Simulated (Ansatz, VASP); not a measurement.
Two plane-wave programs on PbSe

Contents of INCAR:

```
SYSTEM = PbSe
PREC = Accurate ; ENCUT = 520
EDIFF = 1E-8 ; ISMEAR = -1
SIGMA = 0.02 ; LREAL = .FALSE.
LASPH = .TRUE. ; NELM = 100
ALGO = Normal ; ISIF = 2
LWAVE = .FALSE. ; LCHARG = .FALSE.
GGA = PS ; LEFG = .TRUE.
NBANDS = 17
```

The input KPOINTS:

```
Automatic mesh
0
G
  7 7 7
  0 0 0
```

Contents of POSCAR:

```
PbSe
1.0
    0.0000000000      3.0621500000      3.0621500000
    3.0621500000      0.0000000000      3.0621500000
    3.0621500000      3.0621500000      0.0000000000
Pb Se
1 1
Direct
    0.0000000000      0.0000000000      0.0000000000
    0.5000000000      0.5000000000      0.5000000000
```

Input for Ansatz:

```yaml
crystal:
  lattice:
    - [0.0, 3.06215, 3.06215]
    - [3.06215, 0.0, 3.06215]
    - [3.06215, 3.06215, 0.0]
  atoms:
    - { symbol: Pb, position: [0.0, 0.0, 0.0] }
    - { symbol: Se, position: [0.5, 0.5, 0.5] }
kpoints:
  mp_grid: { grid: [7, 7, 7] }
  band_path:
    path:
      - [0.0, 0.0, 0.0]
      - [0.5, 0.0, 0.5]
      - [0.625, 0.25, 0.625]
      - [0.375, 0.375, 0.75]
      - [0.0, 0.0, 0.0]
      - [0.5, 0.5, 0.5]
      - [0.5, 0.25, 0.75]
      - [0.5, 0.0, 0.5]
    npoints: 14
scf:
  occupations: { method: fermi_dirac, width: 0.02 }
hamiltonian:
  xc: pbesol
  pseudopotentials: { kind: paw }
output:
  forces: true
  stress: true
  eigenvalues: true
  efg: { contact_densities: true }
  populations: true
  bader: true
  dos: { projected: true, de: 0.2, e_range: [-14, 8] }
  write_density: true
  write_potential: true
  elf: true
  volumetric_format: npy
```

Alike in both runs: task electric field gradients; functional PBEsol; k mesh 7 × 7 × 7; occupations fermi-dirac, width 0.02 eV; no spin polarisation.

|  | VASP | Ansatz |
| --- | --- | --- |
| version | VASP 6.6.1 | Ansatz 0.2.0 |
| potentials or method | VASP PAW PBE potentials, release 64 (Pb_d, Se) | PAW with Ansatz's default frozen-core files, scalar-relativistic |
| plane-wave cutoff (eV) | 520 | 420 |
| valence electrons in the cell | 20 | 30 |

|  | VASP | Ansatz | Ansatz less VASP |
| --- | --- | --- | --- |
| gap on the k mesh at the Fermi level (eV) | 0.82 | 0.82 | -0.001 |
| pressure (GPa) | -0.6 | -0.6 | 0.00 |
| Vzz of the field gradient on the site that differs most (V/Å²) | 0.0 | 0.0 | 0.00 |

The functional is the same, so the differences come from potentials, cutoffs and numerics. The two sets of potentials don't hold the same shells in valence. Ansatz warned: «gradients_without_spin_orbit».

Caveats: the PAW data sets were made with another functional, which shifts forces and pressure a little (VASP). The runs have no spin-orbit coupling, so splittings on Pb are missing.
